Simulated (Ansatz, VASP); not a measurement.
# Two plane-wave programs on H

```
H
1.0
     4.13666    0.00000    0.00000
    -2.06833    3.58245    0.00000
     0.00000    0.00000    4.34908
H
4
Direct
  0.33333 0.66667 0.17650
  0.66667 0.33333 0.67650
  0.66667 0.33333 0.82350
  0.33333 0.66667 0.32350
```

Alike in both runs: task single point; functional PBEsol; k mesh 9 × 9 × 6; occupations gaussian, width 0.05 eV; no spin polarisation.

|  | VASP | Ansatz |
| --- | --- | --- |
| version | VASP 6.6.1 | Ansatz 0.2.0 |
| potentials or method | VASP PAW PBE potentials, release 64 (H) | scalar-relativistic, plane waves, PAW |
| plane-wave cutoff (eV) | 520 | 420 |
| valence electrons in the cell | 4 | 4 |

VASP gave:

```
gap on the k mesh at the Fermi level (eV)       : 10.41
least direct gap on the mesh (eV)               : 10.86
pressure (GPa)                                  : 6.3
largest component of the traceless stress (GPa) : 12.75
rms of the force components (eV/Å)              : 3.470
```

Q: Estimate Ansatz's values.

A: gap on the k mesh at the Fermi level (eV): 10.41; least direct gap on the mesh (eV): 10.86; pressure (GPa): 6.3; largest component of the traceless stress (GPa): 12.60; rms of the force components (eV/Å): 3.426.

Atom by atom the forces differ by 0.044 eV/Å (rms over components).

Caveats: the PAW data sets were made with another functional, which shifts forces and pressure a little (VASP); an odd mesh through Γ misses points on the zone boundary, where band edges often lie. A hybrid or GW would open this gap; PBEsol tends to underestimate it.
